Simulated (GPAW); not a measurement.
# Magnetic state of Fe4 on Ta4 110 from several starts, part 2 of 2

Wanted: the moments of Fe4 on Ta4 110 and the energy of each order that was tried.

GPAW 26.7.0; PBE; plane waves with GPAW's PAW setups, scalar-relativistic.

So far. Step 2 (Start 1: ferro ++++): After 56 cycles the largest moment stands at 2.80 μB.

### Step 3. Run 2 (ferri +++-)

Reversing part of the moments tests the sign of the couplings between them.

order2.py

```python
import json
import numpy as np
from ase import Atoms
from ase.parallel import paropen, parprint
from gpaw import GPAW

atoms = Atoms(['Ta', 'Ta', 'Ta', 'Ta', 'Fe', 'Fe', 'Fe', 'Fe'],
    cell=[[1.6515, -2.335574, 0.0],
         [1.6515, 2.335574, 0.0],
         [0.0, 0.0, 25.52017]],
    scaled_positions=[[0.0, 0.0, 0.235108],
         [0.5, 0.5, 0.326538],
         [0.0, 0.0, 0.417967],
         [0.5, 0.5, 0.509397],
         [0.0, 0.0, 0.58508],
         [0.5, 0.5, 0.645017],
         [0.0, 0.0, 0.704955],
         [0.5, 0.5, 0.764892]],
    pbc=True,
    magmoms=[0.0, 0.0, 0.0, 0.0, 2.6, 2.6, 2.6, -2.6])
atoms.calc = GPAW(mode={'name': 'pw', 'ecut': 450},
    xc='PBE',
    kpts={'size': (18, 18, 1), 'gamma': True},
    occupations={'name': 'fermi-dirac', 'width': 0.05},
    convergence={'density': 1e-05, 'energy': 1e-05},
    maxiter=200,
    mixer={'name': 'pulay', 'beta': 0.03, 'nmaxold': 8, 'weight': 100},
    symmetry={'tolerance': 1e-4},
    txt='order2.txt')
e = atoms.get_potential_energy(force_consistent=True)
res = {'free_energy': e, 'energy_sigma0': atoms.get_potential_energy(), 'fermi_energy': atoms.calc.get_fermi_level()}
res['moments'] = atoms.get_magnetic_moments().tolist()
res['total'] = atoms.get_magnetic_moment()
parprint('site moments (muB):', np.round(res['moments'], 3))
parprint(f"total moment: {res['total']:.3f} muB")
parprint(f'free energy: {e:.6f} eV')
atoms.calc.write('order2.gpw')
with paropen('results.json', 'w') as f:
    json.dump(res, f)
```

Command:

```console
OMP_NUM_THREADS=1 mpirun -n 4 gpaw python order2.py > order2.log
```

Numbers of over 12 decimals in the logs are rounded to 6 here.

Output:

```text
site moments (muB): [-8.000e-03 -1.000e-03 -3.100e-02 -1.170e-01  2.021e+00  2.420e+00
  1.941e+00 -2.596e+00]
total moment: 3.391 muB
free energy: -71.426432 eV

--- order2.txt ---
Input parameters:
  mode=PW(ecut=450),
  convergence={'density': 1e-05, 'energy': 1e-05},
  kpts=MonkhorstPack(size=(18, 18, 1), gamma=True),
  maxiter=200,
  mixer=Pulay(name='pulay', nmaxold=8, beta=0.03, weight=100, sigma=0.015, g_ss=None),
  occupations=Occupations(name='fermi-dirac', width=0.05),
  symmetry=Symmetry(tolerance=0.0001),
  xc=XC(name='PBE')

Diagonalizing LCAO Hamiltonian
Converting LCAO to pw mode

           Fe
       Fe

           Fe

       Fe

           Ta

       Ta

           Ta

       Ta

Atoms  # Å, Bohr magnetons
|   | symbol |        x |        y |         z |    initial magnetic moments |
|---|--------|----------|----------|-----------|-----------------------------|
| 0 |     Ta | 0.000000 | 0.000000 |  5.999996 | ( 0.0000,  0.0000,  0.0000) |
| 1 |     Ta | 1.651500 | 0.000000 |  8.333305 | ( 0.0000,  0.0000,  0.0000) |
| 2 |     Ta | 0.000000 | 0.000000 | 10.666589 | ( 0.0000,  0.0000,  0.0000) |
| 3 |     Ta | 1.651500 | 0.000000 | 12.999898 | ( 0.0000,  0.0000,  0.0000) |
| 4 |     Fe | 0.000000 | 0.000000 | 14.931341 | ( 0.0000,  0.0000,  2.6000) |
| 5 |     Fe | 1.651500 | 0.000000 | 16.460943 | ( 0.0000,  0.0000,  2.6000) |
| 6 |     Fe | 0.000000 | 0.000000 | 17.990571 | ( 0.0000,  0.0000,  2.6000) |
| 7 |     Fe | 1.651500 | 0.000000 | 19.520174 | ( 0.0000,  0.0000, -2.6000) |

Unit cell  # Å
| periodic |        x |         y |         z |   lengths |     angles |
|----------|----------|-----------|-----------|-----------|------------|
|      yes | 1.651500 | -2.335574 |  0.000000 |  2.860482 |  90.000000 |
|      yes | 1.651500 |  2.335574 |  0.000000 |  2.860482 |  90.000000 |
|      yes | 0.000000 |  0.000000 | 25.520170 | 25.520170 | 109.471228 |

Number of symmetries: 4

BZ-sampling:
  Number of BZ points: 324
  Number of IBZ points: 91

  Monkhorst-Pack size: [18, 18, 1]
  Monkhorst-Pack shift: [0.027778, 0.027778, 0.0]

Plane wave coefficients: 4322
Cutoff: 450.000000 eV

Spin-components: 2 (collinear spins)
Bands:           58
Projectors:      48
Spin-degeneracy: 1
Datatype:        complex128

Parallelization:
  kpt:    4
  domain: 1
  band:   1

Density:
  Valence electrons: 84.0
  Components: 2
  Grid points: [ 14  14 125]
  Charge: 0.0  # |e|

Potential:
  Grid points: [ 14  14 125]

[... setups left out ...]
Reference energy: -1835167.584003  # eV

eigensolver:
  PPCG
  Converge bands: occupied
  niter=2

density mixing:
  Pulay-Mixer
  Linear mixing parameters: 0.03
  Old densities: 8
  Fourier metric: weight=100, sigma=0.015

occupation numbers:
  Fermi-Dirac:
    width: 0.0500  # eV

poisson solver:
  ecut: 3600.000000  # eV

xc functional:
  name: PBE with 2 nearest neighbor stencil

convergence criteria:
- Maximum integral of absolute [dens]ity change: 1e-05 electrons / valence electron
- Maximum [total energy] change in last 3 cyles: 1e-05 eV / valence electron
- Maximum integral of absolute [eigenst]ate change: 4e-08 eV^2 / valence electron
maximum number of iterations: 200

SCF iterations
|iter     |      energy | eigst |  dens |  magmom |
|---------|-------------|-------|-------|---------|
|iter:   1|       0s |  -74.789499 | +0.26 |       |  +5.2092|
|iter:   2|       8s |  -89.354391 | -0.27 | -0.89 |  +5.1189|
|iter:   3|      15s |  -73.319471 | -1.07 | -0.63 |  +5.0961|
|iter:   4|      22s |  -72.124713 | -1.95 | -0.93 |  +5.0923|
|iter:   5|      30s |  -71.836119 | -2.13 | -1.13 |  +5.0310|
|iter:   6|      37s |  -71.656706 | -2.78 | -1.15 |  +4.9927|
|iter:   7|      44s |  -71.401605 | -2.26 | -1.20 |  +4.8963|
|iter:   8|      52s |  -71.194503 | -1.57 | -1.26 |  +4.6582|
|iter:   9|      59s |  -71.188908 | -2.64 | -1.41 |  +4.5967|
|iter:  10|      66s |  -71.233879 | -2.29 | -1.44 |  +4.3792|
[... 47 iterations left out ...]
|iter:  58|     391s |  -71.383987c| -8.13c| -4.63 |  +3.3920|
|iter:  59|     394s |  -71.383986c| -8.16c| -4.67 |  +3.3917|
|iter:  60|     398s |  -71.383985c| -8.08c| -4.69 |  +3.3916|
|iter:  61|     401s |  -71.383985c| -8.72c| -4.79 |  +3.3915|
|iter:  62|     405s |  -71.383985c| -8.55c| -4.80 |  +3.3917|
|iter:  63|     408s |  -71.383984c| -8.24c| -4.82 |  +3.3914|
|iter:  64|     412s |  -71.383983c| -8.76c| -4.88 |  +3.3912|
|iter:  65|     415s |  -71.383983c| -9.04c| -4.92 |  +3.3912|
|iter:  66|     419s |  -71.383983c| -9.16c| -4.97 |  +3.3912|
|iter:  67|     422s |  -71.383982c| -8.75c| -5.02c|  +3.3913|

Converged in 67 steps
Energy contributions relative to reference atoms: (reference = -1835167.584003)

Energy contributions:
  Kinetic:          64.199486
  Coulomb:         -60.353021
  Zero:             -0.438817
  External:          0.000000
  Xc:              -74.749181
  Entropy:          -0.084899
  Spinorbit:         0.000000
  ----------------------------
  Free energy:     -71.426432
  Extrapolated:    -71.383982

dipole moment: (-39.895149, -0.000000, 0.067781)  # |e|*Ang

Total magnetic moment: (0.000000, 0.000000, 3.391345)

Local magnetic moments
|        x |        y |         z |
|----------|----------|-----------|
| 0.000000 | 0.000000 | -0.007667 |  # Ta   0
| 0.000000 | 0.000000 | -0.000654 |  # Ta   1
| 0.000000 | 0.000000 | -0.031457 |  # Ta   2
| 0.000000 | 0.000000 | -0.116947 |  # Ta   3
| 0.000000 | 0.000000 |  2.021432 |  # Fe   4
| 0.000000 | 0.000000 |  2.419758 |  # Fe   5
| 0.000000 | 0.000000 |  1.941448 |  # Fe   6
| 0.000000 | 0.000000 | -2.595500 |  # Fe   7

Fermi level: 5.076
Eigenvalues  # (at kpt = [-0.000, -0.000, 0.000])
| band index |      eig [eV] | occ [0-1] |      eig [eV] | occ [0-1] |
|------------|---------------|-----------|---------------|-----------|
|          0 |       -62.301 |     1.000 |       -62.305 |     1.000 |
|        ... |               |           |               |           |
|         33 |         3.625 |     1.000 |         4.360 |     1.000 |
|         34 |         3.699 |     1.000 |         4.429 |     1.000 |
|         35 |         4.022 |     1.000 |         4.695 |     1.000 |
|         36 |         4.179 |     1.000 |         4.796 |     0.996 |
|         37 |         4.322 |     1.000 |         4.917 |     0.960 |
|         38 |         4.493 |     1.000 |         5.065 |     0.557 |
|         39 |         4.533 |     1.000 |         5.360 |     0.003 |
|         40 |         4.715 |     0.999 |         5.448 |     0.001 |
|         41 |         4.757 |     0.998 |         5.484 |     0.000 |
|         42 |         4.850 |     0.989 |         5.522 |     0.000 |
|         43 |         5.378 |     0.002 |         5.776 |     0.000 |
|         44 |         5.412 |     0.001 |         5.960 |     0.000 |
|         45 |         5.521 |     0.000 |         5.980 |     0.000 |
|         46 |         5.640 |     0.000 |         6.001 |     0.000 |
|         47 |         5.850 |     0.000 |         6.147 |     0.000 |
|         48 |         5.962 |     0.000 |         6.214 |     0.000 |
|        ... |               |           |               |           |
|         57 |         8.997 |     0.000 |         8.971 |     0.000 |

No gap
No difference between direct/indirect transitions
```

It took 7.3 min on 4 MPI ranks of AMD EPYC 9B45 (Zen 5), shared host; peak memory 1.7 GiB; 29 min of CPU time.

Spin moment in the augmentation sphere by atom:

```
atom  spin moment in the augmentation sphere (μB)
 Ta1                                        -0.01
 Ta2                                         0.00
 Ta3                                        -0.03
 Ta4                                        -0.12
 Fe5                                         2.02
 Fe6                                         2.42
 Fe7                                         1.94
 Fe8                                        -2.60
```

Numbers from this step:

```yaml
magnetization: 3.391 μB
final_state: ferrimagnetic
```

It lies 125 meV a seeded atom over the first start, and its largest moment is 2.60 μB against 2.80 μB.

### Step 4. Energies of the orders

These are free energies at a smearing of 0.05 eV, so its entropy term is in the differences. They are divided by the number of seeded atoms, so that cells of unlike size compare.

Orders:

```
     start    final state  typed order kept  energy over the lowest (meV a seeded atom)  largest site moment (μB)  net moment (μB a primitive cell)  mesh matched  CPU time (s)
ferro ++++  ferromagnetic               yes                                           0                     2.796                             9.372           yes          1681
ferri +++-  ferrimagnetic               yes                                       124.6                     2.595                             3.391           yes          1749
```

### Step 5. Summary of results

```yaml
lowest_state_found: ferromagnetic (typed ferro ++++)
largest_site_moment: 2.80 μB
next_state: ferrimagnetic, 125 meV a seeded atom higher
```

The lowest state found is ferromagnetic, reached from the start ferro ++++, with moments up to 2.80 μB. The next state costs 125 meV a seeded atom. This is the lowest of 2 finished starts, no proof of the ground state.

[Logs and program files are shortened in this print: banners, set-up blocks, solver, clock and traceback lines can be left out without a mark of their own.]

[Logs are printed without paths, hosts, clocks, repeated set-up lines and the standing remarks that a program may print on its own settings, such as how far it seeks lower states.]

[Hosts, paths, dates, database ids (printed as entryN), source tags and the programs' standing remarks are cut or masked in the printed files.]

[Where a cell is said to come from a database of computed structures, the database is the Materials Project.]
